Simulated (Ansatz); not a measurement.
The system is Si.

```xyz
2
Lattice="-2.3714 2.3714 1.3293 2.3714 -2.3714 1.3293 2.3714 2.3714 -1.3293" Properties=species:S:1:pos:R:3 pbc="T T T"
Si    0.0000    0.0000    1.3293
Si    2.3714    0.0000    0.6646
```

This isn't the form of Si at room conditions, which is diamond.

Base run:

- Program: Ansatz 0.2.0
- Functional: LDA
- Potentials or basis: all-electron LAPW, scalar-relativistic
- Cutoff: 191 eV (chosen from the basis error)
- Basis error allowed: 0.001 eV/atom
- k mesh: 11 × 11 × 11
- Occupations: gaussian, width 0.1 eV
- Spin: no spin polarisation

Its results: pressure -0.9 GPa.

**Question.** The run is repeated on the same cell with these changes: functional from LDA to PBE; occupations from gaussian, width 0.1 eV to gaussian, width 0.02 eV. What comes out?

**Answer.** Pressure 3.2 GPa.
